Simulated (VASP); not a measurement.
# SrTiO3 (Pm-3m) in VASP: notebook

Runs on SrTiO3. Level: PBEsol. Tasks: relaxation of cell and atoms.

All numbers are computed with VASP 6.6.1; they aren't measurements. Logs are shortened: lines on timing, memory, paths and dates and some standing lists are left out, and cuts for length are marked.

### 1 Starting point

It takes space group Pm-3m (No. 221, cubic). Conventional cell: a = 3.905 Å, b = 3.905 Å, c = 3.905 Å, α = 90.00°, β = 90.00°, γ = 90.00°. Sr (site symmetry m-3m) is surrounded by 12 O at 2.76 Å. Ti (site symmetry m-3m) has 6 O at 1.95 Å as nearest neighbours. O (site symmetry 4/mmm) has 2 Ti at 1.95 Å as nearest neighbours.

### 2 Relaxation of cell and atoms, PBEsol

INCAR

```
ALGO = Normal ; EDIFF = 1E-6
EDIFFG = -0.01 ; ENCUT = 600
GGA = PS ; IBRION = 2
ISIF = 3 ; ISMEAR = 0
KPAR = 2 ; LASPH = T
LCHARG = F ; LREAL = F
LWAVE = F ; NELM = 80
NSW = 90 ; PREC = Accurate
SIGMA = 0.03
```

KPOINTS

```
k-points
0
Gamma
  8 8 8
```

POSCAR

```
SrTiO3
1.0
    3.9052800000      0.0000000000      0.0000000000
    0.0000000000      3.9052800000      0.0000000000
    0.0000000000      0.0000000000      3.9052800000
Sr Ti O
1 1 3
Direct
    0.5000000000      0.5000000000      0.5000000000
    0.0000000000      0.0000000000      0.0000000000
    0.5000000000      0.0000000000      0.0000000000
    0.0000000000      0.5000000000      0.0000000000
    0.0000000000      0.0000000000      0.5000000000
```

Potentials or basis: VASP PAW PBE potentials, release 64 (Sr_sv, Ti_sv, O).

On the command line:

```console
> cat potpaw_PBE.64/Sr_sv/POTCAR potpaw_PBE.64/Ti_sv/POTCAR potpaw_PBE.64/O/POTCAR > POTCAR
> mpirun -np 2 vasp_std > vasp.out
```

OUTCAR:

```text
EDIFF = 1E-6
   EDIFFG = -0.01
   ENCUT = 600
   GGA = PS
   IBRION = 2
   ISIF = 3
   ISMEAR = 0
   LASPH = T
   LREAL = F
   NELM = 80
   NSW = 90
   PREC = Accurate

 ion  position               nearest neighbor table
   1  0.500  0.500  0.500-   3 2.76   4 2.76   5 2.76   3 2.76   4 2.76   3 2.76   5 2.76   3 2.76
                             4 2.76   5 2.76   4 2.76   5 2.76   2 3.38   2 3.38   2 3.38   2 3.38
   2  0.000  0.000  0.000-   3 1.95   4 1.95   5 1.95   5 1.95   4 1.95   3 1.95   1 3.38   1 3.38
                             1 3.38   1 3.38   1 3.38   1 3.38   1 3.38   1 3.38
   3  0.500  0.000  0.000-   2 1.95   2 1.95   1 2.76   1 2.76   1 2.76   1 2.76
   4  0.000  0.500  0.000-   2 1.95   2 1.95   1 2.76   1 2.76   1 2.76   1 2.76
   5  0.000  0.000  0.500-   2 1.95   2 1.95   1 2.76   1 2.76   1 2.76   1 2.76

  LATTYP: Found a simple cubic cell.
 ALAT       =     3.9052800000

  Lattice vectors:

 A1 = (   3.9052800000,   0.0000000000,   0.0000000000)
 A2 = (   0.0000000000,   3.9052800000,   0.0000000000)
 A3 = (   0.0000000000,   0.0000000000,   3.9052800000)

Analysis of symmetry for initial positions (statically):
=====================================================================
 Subroutine PRICEL returns:
 Original cell was already a primitive cell.

 Routine SETGRP: Setting up the symmetry group for a
 simple cubic supercell.

 Subroutine GETGRP returns: Found 48 space group operations
 (whereof 48 operations were pure point group operations)
 out of a pool of 48 trial point group operations.

The static configuration has the point symmetry O_h .

Analysis of symmetry for dynamics (positions and initial velocities):
=====================================================================
 Subroutine PRICEL returns:
 Original cell was already a primitive cell.

 Routine SETGRP: Setting up the symmetry group for a
 simple cubic supercell.

 Subroutine GETGRP returns: Found 48 space group operations
 (whereof 48 operations were pure point group operations)
 out of a pool of 48 trial point group operations.

The dynamic configuration has the point symmetry O_h .

 Subroutine INISYM returns: Found 48 space group operations
 (whereof 48 operations are pure point group operations),
 and found     1 'primitive' translations

----------------------------------------------------------------------------------------

                                     Primitive cell

  volume of cell :      59.5603

  direct lattice vectors                    reciprocal lattice vectors
     3.905280000  0.000000000  0.000000000     0.256063586  0.000000000  0.000000000
     0.000000000  3.905280000  0.000000000     0.000000000  0.256063586  0.000000000
     0.000000000  0.000000000  3.905280000     0.000000000  0.000000000  0.256063586

  length of vectors
     3.905280000  3.905280000  3.905280000     0.256063586  0.256063586  0.256063586

  position of ions in fractional coordinates (direct lattice)
     0.500000000  0.500000000  0.500000000
     0.000000000  0.000000000  0.000000000
     0.500000000  0.000000000  0.000000000
     0.000000000  0.500000000  0.000000000
     0.000000000  0.000000000  0.500000000

  ion indices of the primitive-cell ions
   primitive index   ion index
                 1           1
                 2           2
                 3           3
                 4           4
                 5           5

----------------------------------------------------------------------------------------

 KPOINTS: k-points

Automatic generation of k-mesh.
 Grid dimensions read from file:
 generate k-points for:    8    8    8

 Generating k-lattice:

  Cartesian coordinates                     Fractional coordinates (reciprocal lattice)
     0.032007948  0.000000000  0.000000000     0.125000000  0.000000000  0.000000000
     0.000000000  0.032007948  0.000000000     0.000000000  0.125000000  0.000000000
     0.000000000  0.000000000  0.032007948     0.000000000  0.000000000  0.125000000

  Length of vectors
     0.032007948  0.032007948  0.032007948

  Shift w.r.t. Gamma in fractional coordinates (k-lattice)
     0.000000000  0.000000000  0.000000000

 Subroutine IBZKPT returns following result:
 ===========================================

 Found     35 irreducible k-points:

 Following reciprocal coordinates:
            Coordinates               Weight
  0.000000  0.000000  0.000000      1.000000
  0.125000  0.000000  0.000000      6.000000
  0.250000  0.000000  0.000000      6.000000
  0.375000  0.000000  0.000000      6.000000
  0.500000  0.000000  0.000000      3.000000
  0.125000  0.125000  0.000000     12.000000
[... 16 lines left out ...]
  0.375000  0.375000  0.125000     24.000000
  0.500000  0.375000  0.125000     24.000000
 [... further k-points ...]
   k-points           NKPTS =     35   k-points in BZ     NKDIM =     35   number of bands    NBANDS=     24
   number of dos      NEDOS =    301   number of ions     NIONS =      5
   total plane-waves  NPLWV =  32768
   dimension x,y,z NGX =    32 NGY =   32 NGZ =   32
   dimension x,y,z NGXF=    64 NGYF=   64 NGZF=   64
   ions per type =               1   1   3
   NGX,Y,Z   is equivalent  to a cutoff of  13.62, 13.62, 13.62 a.u.
   NGXF,Y,Z  is equivalent  to a cutoff of  27.24, 27.24, 27.24 a.u.
 SYSTEM =  unknown system
   PREC   = accura    normal or accurate (medium, high low for compatibility)
   ISTART =      0    job   : 0-new  1-cont  2-samecut
   ICHARG =      2    charge: 1-file 2-atom 10-const
   ISPIN  =      1    spin polarized calculation?
   LNONCOLLINEAR =      F non collinear calculations
   LSORBIT =      F    spin-orbit coupling
   LASPH  =      T    aspherical Exc in radial PAW
   ENCUT  =  600.0 eV  44.10 Ry    6.64 a.u.   7.80  7.80  7.80*2*pi/ulx,y,z
   NELM   =     80;   NELMIN=  2; NELMDL= -5     # of ELM steps
   EDIFF  = 0.1E-05   stopping-criterion for ELM
   LREAL  =      F    real-space projection
   EDIFFG = -.1E-01   stopping-criterion for IOM
   NSW    =     90    number of steps for IOM
   IBRION =      2    ionic relax: 0-MD 1-quasi-New 2-CG
   NFREE  =      1    steps in history (QN), initial steepest desc. (CG)
   ISIF   =      3    stress and relaxation
   ISYM   =      2    0-nonsym 1-usesym 2-fastsym
   POTIM  = 0.5000    time-step for ionic-motion
   TEBEG  =    0.0;   TEEND  =   0.0 temperature during run
   PSTRESS=    0.0 pullay stress
   NELECT =      40.0000    total number of electrons
   NUPDOWN=      -1.0000    fix difference up-down
   EMIN   =  10.00;   EMAX   =-10.00  energy-range for DOS
   EFERMI =   0.00;   METHOD = LEGACY
   ISMEAR =     0;   SIGMA  =   0.03  broadening in eV -4-tet -1-fermi 0-gaus
   EFERMI_NEDOS =   21; number of points for ismear=-14 and -15
   IALGO  =     38    algorithm
   IMIX   =      4    mixing-type and parameters
     AMIX     =   0.40;   BMIX     =  1.00
     AMIX_MAG =   1.60;   BMIX_MAG =  1.00
  volume/ion in A,a.u.               =      11.91        80.39
  Fermi-wavevector in a.u.,A,eV,Ry     =   1.433648  2.709203 27.964703  2.055348
  Thomas-Fermi vector in A             =   2.553143
   LORBIT       =      0    0 simple, 1 ext, 2 COOP (PROOUT), +10 PAW based schemes
   GGA     = PS    functional components
   LHFCALC =     F    Hartree Fock is set to
   AEXX    =    0.0000 exact exchange contribution
   IVDW    =     0    specifies the selected vdW correction
   LEPSILON=     F    determine dielectric tensor
   LRPA    =     F    only Hartree local field effects (RPA)
 conjugate gradient relaxation of ions
 non-spin polarized calculation
 Gauss-broadening in eV      SIGMA  =   0.03
  energy-cutoff  :      600.00
  volume of cell :       59.56
 maximum number of plane-waves:      2008
 NGX is ok and might be reduce to    32
   NGX = 15   NGY = 15   NGZ = 15

--------------------------------------- Ionic step        1  -------------------------------------------

 number of electron      39.9999979 magnetization

 Free energy of the ion-electron system (eV)
  ---------------------------------------------------
  ext. energy  EPLUGINS =         0.00000000
  ---------------------------------------------------
  free energy    TOTEN  =       -42.02103690 eV

  energy without entropy =      -42.02103690  energy(sigma->0) =      -42.02103690

------------------------ aborting loop because EDIFF is reached ----------------------------------------

  FORCE on cell =-STRESS in cart. coord.  units (eV):
  Direction    XX          YY          ZZ          XY          YZ          ZX
  --------------------------------------------------------------------------------------
  -------------------------------------------------------------------------------------
  Total       -0.5652723     -0.5652723     -0.5652723      0.0000000      0.0000000      0.0000000
  in kB      -15.2058871    -15.2058871    -15.2058871      0.0000000      0.0000000      0.0000000
  external PRESSURE =     -15.2058871 kB  Pullay stress =       0.0000000 kB
[... 63 lines left out ...]
  energy  without entropy=      -42.0209644681  energy(sigma->0) =      -42.02096447

--------------------------------------- Ionic step        3  -------------------------------------------

 number of electron      39.9999982 magnetization

 Free energy of the ion-electron system (eV)
  ---------------------------------------------------
  ext. energy  EPLUGINS =         0.00000000
  ---------------------------------------------------
  free energy    TOTEN  =       -42.02328934 eV

  energy without entropy =      -42.02328934  energy(sigma->0) =      -42.02328934

 E-fermi :   4.2731     XC(G=0): -11.5816

 val. band max:        4.0886735538   @ k =   0.5000   0.5000   0.5000
 cond. band min:       5.9045215562   @ k =   0.0000   0.0000   0.0000
 fundamental gap:      1.8158480024
 Fermi energy:         4.2730660934

 k-point     1 :       0.0000    0.0000    0.0000
  band No.  band energies     occupation
      1     -52.0790      2.00000
      2     -28.5313      2.00000
      3     -28.4467      2.00000
      4     -28.4467      2.00000
      5     -28.4467      2.00000
      6     -13.2996      2.00000
[... 637 lines left out ...]
     23       8.2736      0.00000
     24       9.9450      0.00000

 [... further k-points ...]

------------------------ aborting loop because EDIFF is reached ----------------------------------------

  FORCE on cell =-STRESS in cart. coord.  units (eV):
  Direction    XX          YY          ZZ          XY          YZ          ZX
  --------------------------------------------------------------------------------------
  -------------------------------------------------------------------------------------
  Total       -0.0033623     -0.0033623     -0.0033623     -0.0000000     -0.0000000      0.0000000
  in kB       -0.0911807     -0.0911807     -0.0911807     -0.0000000     -0.0000000      0.0000000
  external PRESSURE =      -0.0911807 kB  Pullay stress =       0.0000000 kB
[... 20 lines left out ...]
  FREE ENERGIE OF THE ION-ELECTRON SYSTEM (eV)
  ---------------------------------------------------
  free  energy   TOTEN  =       -42.0232893435 eV

  energy  without entropy=      -42.0232893435  energy(sigma->0) =      -42.02328934

 reached required accuracy - stopping structural energy minimisation
```

It took 25 s on 2 MPI ranks of Intel Xeon 6975P-C (Granite Rapids), shared host; peak memory 0.22 GiB.

Results:

| Quantity | Value |
| --- | --- |
| Free energy | -42.0233 eV |
| Relaxed volume | 11.82 Å³/atom |
| Relaxed cell | a = 3.895 Å, b = 3.895 Å, c = 3.895 Å, α = 90.00°, β = 90.00°, γ = 90.00° |
| Space group after relaxing (to 0.05 Å) | Pm-3m (No. 221) |
| Energy gained by relaxing | 0.5 meV/atom |
| Ionic steps | 3 |
| Pressure after relaxing | 0.0 GPa |
| Band gap on the k mesh | 1.82 eV, indirect (least direct gap 2.17 eV) |

The path:
| step | energy change (eV) | largest force (eV/Å) | pressure (GPa) | volume (Å³) |
| --- | --- | --- | --- | --- |
| 1 | 0.0000 | 0.0000 | -1.52 | 59.56 |
| 2 | 0.0001 | 0.0000 | 1.55 | 58.59 |
| 3 | -0.0023 | 0.0000 | -0.01 | 59.08 |

Final structure:
```
Sr Ti O
1.0
     3.89475    0.00000    0.00000
     0.00000    3.89475    0.00000
     0.00000    0.00000    3.89475
Sr Ti O
1 1 3
Direct
  0.50000 0.50000 0.50000
  0.00000 0.00000 0.00000
  0.50000 0.00000 0.00000
  0.00000 0.50000 0.00000
  0.00000 0.00000 0.50000
```

Levels at points of the mesh, in eV from the valence-band top:
```csv
k point,band 16,band 17,band 18,band 19,band 20,band 21,band 22,band 23,band 24
"(0.00, 0.00, 0.00)",-1.20,-1.20,-0.35,-0.35,-0.35,1.82,1.82,1.82,4.39
"(0.50, 0.00, 0.00)",-2.41,-2.41,-2.06,-0.74,-0.74,2.00,3.82,3.82,4.41
"(0.50, 0.50, 0.00)",-2.94,-1.74,-1.60,-1.60,-0.10,3.83,3.83,4.28,5.38
"(0.50, 0.50, 0.50)",-3.80,-3.80,0.00,0.00,0.00,4.52,4.52,4.52,6.90
```

Caveat: the PAW data sets were made with another functional, which shifts forces and pressure a little.

### 3 Relaxation of cell and atoms, PBEsol

This run uses another cell than the first one, of 11.82 Å³/atom, 0.992 times its volume.

Edit INCAR of step 2 so:

```diff
@@ -1,3 +1,3 @@
-ALGO = Normal ; EDIFF = 1E-6
-EDIFFG = -0.01 ; ENCUT = 600
+ALGO = Normal ; EDIFF = 1E-7
+EDIFFG = -0.005 ; ENCUT = 600
 GGA = PS ; IBRION = 2
```

KPOINTS is that of step 2.

POSCAR

```
SrTiO3                                  
1.0
    3.8947475959      0.0000000000      0.0000000000
    0.0000000000      3.8947475959      0.0000000000
    0.0000000000      0.0000000000      3.8947475959
  Sr              Ti              O             
     1     1     3
Direct
     0.5000000000000000    0.5000000000000000    0.5000000000000000
     0.0000000000000000    0.0000000000000000    0.0000000000000000
     0.5000000000000000    0.0000000000000000    0.0000000000000000
     0.0000000000000000    0.5000000000000000    0.0000000000000000
     0.0000000000000000    0.0000000000000000    0.5000000000000000
```

Potentials or basis: VASP PAW PBE potentials, release 64 (Sr_sv, Ti_sv, O).

On the command line:

```console
> cat potpaw_PBE.64/Sr_sv/POTCAR potpaw_PBE.64/Ti_sv/POTCAR potpaw_PBE.64/O/POTCAR > POTCAR
> mpirun -np 2 vasp_std > vasp.out
```

Run time: 12 s. Hardware: 2 MPI ranks of Intel Xeon 6975P-C (Granite Rapids), shared host; peak memory 0.21 GiB.

Results (log left out):

```yaml
Free_energy: -42.0222 eV
Pressure_after_relaxing: 0.0 GPa
Band_gap_on_the_k_mesh: 1.82 eV, indirect (least direct gap 2.17 eV)
```

Final structure:
```yaml
crystal:
  lattice:
    - [3.89475, 0.00000, 0.00000]
    - [0.00000, 3.89475, 0.00000]
    - [0.00000, 0.00000, 3.89475]
  atoms:
    - { symbol: Sr, position: [0.50000, 0.50000, 0.50000] }
    - { symbol: Ti, position: [0.00000, 0.00000, 0.00000] }
    - { symbol: O, position: [0.50000, 0.00000, 0.00000] }
    - { symbol: O, position: [0.00000, 0.50000, 0.00000] }
    - { symbol: O, position: [0.00000, 0.00000, 0.50000] }
```

Levels at points of the mesh, in eV from the valence-band top:
```csv
k point,band 18,band 19,band 20,band 21,band 22,band 23
"(0.00, 0.00, 0.00)",-0.35,-0.35,-0.35,1.82,1.82,1.82
"(0.50, 0.00, 0.00)",-2.06,-0.74,-0.74,2.00,3.82,3.82
"(0.50, 0.50, 0.00)",-1.60,-1.60,-0.10,3.83,3.83,4.28
"(0.50, 0.50, 0.50)",0.00,0.00,0.00,4.52,4.52,4.52
```

Caveat: the relaxation stopped at its first step, so nothing moved; the PAW data sets were made with another functional, which shifts forces and pressure a little.
